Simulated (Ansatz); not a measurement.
# InAs: the cost of one run

Program: Ansatz 0.2.0. Level of theory: DFT PBE, scalar-relativistic, plane waves, PAW. These are calculated values, not measurements.

The COD entry's cell or inner coordinates are ideal or old and differ from later refinements, so a difference from it is no clean test against experiment.

## 1. Starting point

Symmetry: F-43m, No. 216, cubic system. The conventional cell has a = 6.036 Å, b = 6.036 Å, c = 6.036 Å, α = 90.00°, β = 90.00°, γ = 90.00°. In (site symmetry -43m) has 4 As at 2.61 Å as nearest neighbours. Around As (site symmetry -43m) lie 4 In at 2.61 Å.

As a file:

```
In As
1.0
     0.00000    9.05400    9.05400
     9.05400    0.00000    9.05400
     9.05400    9.05400    0.00000
In As
27 27
Cartesian
  0.0000 0.0000 0.0000
  3.0180 3.0180 0.0000
  6.0360 6.0360 0.0000
  3.0180 0.0000 3.0180
  6.0360 3.0180 3.0180
  9.0540 6.0360 3.0180
  6.0360 0.0000 6.0360
  9.0540 3.0180 6.0360
  12.0720 6.0360 6.0360
  0.0000 3.0180 3.0180
  3.0180 6.0360 3.0180
  6.0360 9.0540 3.0180
  3.0180 3.0180 6.0360
  6.0360 6.0360 6.0360
  9.0540 9.0540 6.0360
  6.0360 3.0180 9.0540
  9.0540 6.0360 9.0540
  12.0720 9.0540 9.0540
  0.0000 6.0360 6.0360
  3.0180 9.0540 6.0360
  6.0360 12.0720 6.0360
  3.0180 6.0360 9.0540
  6.0360 9.0540 9.0540
  9.0540 12.0720 9.0540
  6.0360 6.0360 12.0720
  9.0540 9.0540 12.0720
  12.0720 12.0720 12.0720
  1.5090 1.5090 1.5090
  4.5270 4.5270 1.5090
  7.5450 7.5450 1.5090
  4.5270 1.5090 4.5270
  7.5450 4.5270 4.5270
  10.5630 7.5450 4.5270
  7.5450 1.5090 7.5450
  10.5630 4.5270 7.5450
  13.5810 7.5450 7.5450
  1.5090 4.5270 4.5270
  4.5270 7.5450 4.5270
  7.5450 10.5630 4.5270
  4.5270 4.5270 7.5450
  7.5450 7.5450 7.5450
  10.5630 10.5630 7.5450
  7.5450 4.5270 10.5630
  10.5630 7.5450 10.5630
  13.5810 10.5630 10.5630
  1.5090 7.5450 7.5450
  4.5270 10.5630 7.5450
  7.5450 13.5810 7.5450
  4.5270 7.5450 10.5630
  7.5450 10.5630 10.5630
  10.5630 13.5810 10.5630
  7.5450 7.5450 13.5810
  10.5630 10.5630 13.5810
  13.5810 13.5810 13.5810
```

The runs take a perfect supercell of 54 atoms; the defect goes to fractional position (0.000, 0.000, 0.000).

## 2. The perfect supercell

input.yaml

```yaml
crystal:
  lattice:
    - [0.0, 9.054, 9.054]
    - [9.054, 0.0, 9.054]
    - [9.054, 9.054, 0.0]
  atoms:
    - { symbol: In, position: [0.0, 0.0, 0.0] }
    - { symbol: In, position: [0.0, 0.0, 0.333333] }
    - { symbol: In, position: [0.0, 0.0, 0.666667] }
    - { symbol: In, position: [0.0, 0.333333, 0.0] }
    - { symbol: In, position: [0.0, 0.333333, 0.333333] }
    - { symbol: In, position: [0.0, 0.333333, 0.666667] }
    - { symbol: In, position: [0.0, 0.666667, 0.0] }
    - { symbol: In, position: [0.0, 0.666667, 0.333333] }
    - { symbol: In, position: [0.0, 0.666667, 0.666667] }
    - { symbol: In, position: [0.333333, 0.0, 0.0] }
    - { symbol: In, position: [0.333333, 0.0, 0.333333] }
    - { symbol: In, position: [0.333333, 0.0, 0.666667] }
    - { symbol: In, position: [0.333333, 0.333333, 0.0] }
    - { symbol: In, position: [0.333333, 0.333333, 0.333333] }
    - { symbol: In, position: [0.333333, 0.333333, 0.666667] }
    - { symbol: In, position: [0.333333, 0.666667, 0.0] }
    - { symbol: In, position: [0.333333, 0.666667, 0.333333] }
    - { symbol: In, position: [0.333333, 0.666667, 0.666667] }
    - { symbol: In, position: [0.666667, 0.0, 0.0] }
    - { symbol: In, position: [0.666667, 0.0, 0.333333] }
    - { symbol: In, position: [0.666667, 0.0, 0.666667] }
    - { symbol: In, position: [0.666667, 0.333333, 0.0] }
    - { symbol: In, position: [0.666667, 0.333333, 0.333333] }
    - { symbol: In, position: [0.666667, 0.333333, 0.666667] }
    - { symbol: In, position: [0.666667, 0.666667, 0.0] }
    - { symbol: In, position: [0.666667, 0.666667, 0.333333] }
    - { symbol: In, position: [0.666667, 0.666667, 0.666667] }
    - { symbol: As, position: [0.083333, 0.083333, 0.083333] }
    - { symbol: As, position: [0.083333, 0.083333, 0.416667] }
    - { symbol: As, position: [0.083333, 0.083333, 0.75] }
    - { symbol: As, position: [0.083333, 0.416667, 0.083333] }
    - { symbol: As, position: [0.083333, 0.416667, 0.416667] }
    - { symbol: As, position: [0.083333, 0.416667, 0.75] }
    - { symbol: As, position: [0.083333, 0.75, 0.083333] }
    - { symbol: As, position: [0.083333, 0.75, 0.416667] }
    - { symbol: As, position: [0.083333, 0.75, 0.75] }
    - { symbol: As, position: [0.416667, 0.083333, 0.083333] }
    - { symbol: As, position: [0.416667, 0.083333, 0.416667] }
    - { symbol: As, position: [0.416667, 0.083333, 0.75] }
    - { symbol: As, position: [0.416667, 0.416667, 0.083333] }
    - { symbol: As, position: [0.416667, 0.416667, 0.416667] }
    - { symbol: As, position: [0.416667, 0.416667, 0.75] }
    - { symbol: As, position: [0.416667, 0.75, 0.083333] }
    - { symbol: As, position: [0.416667, 0.75, 0.416667] }
    - { symbol: As, position: [0.416667, 0.75, 0.75] }
    - { symbol: As, position: [0.75, 0.083333, 0.083333] }
    - { symbol: As, position: [0.75, 0.083333, 0.416667] }
    - { symbol: As, position: [0.75, 0.083333, 0.75] }
    - { symbol: As, position: [0.75, 0.416667, 0.083333] }
    - { symbol: As, position: [0.75, 0.416667, 0.416667] }
    - { symbol: As, position: [0.75, 0.416667, 0.75] }
    - { symbol: As, position: [0.75, 0.75, 0.083333] }
    - { symbol: As, position: [0.75, 0.75, 0.416667] }
    - { symbol: As, position: [0.75, 0.75, 0.75] }
basis:
  ecutwfc: 420
  fft_grid_basis: typed
kpoints:
  mp_grid: { grid: [1, 1, 1] }
hamiltonian:
  xc: pbe
  pseudopotentials: { kind: paw }
scf:
  occupations: { method: gaussian, width: 0.05 }
output:
  forces: true
  stress: false
  eigenvalues: true
  bader: false
  write_density: true
  volumetric_format: npy
```

Started as:

```bash
$ ansatz run input.yaml --threads 8 --pin off --max-ram 16384MiB --backend cpu --events-out ev --progress --plain --runs-dir out
```

**Question.** How long does this run take on 8 threads of AMD EPYC 9R45 (Zen 5), shared host, and how much memory does it need?

About 3.1 s, with a peak of 2.3 GiB.
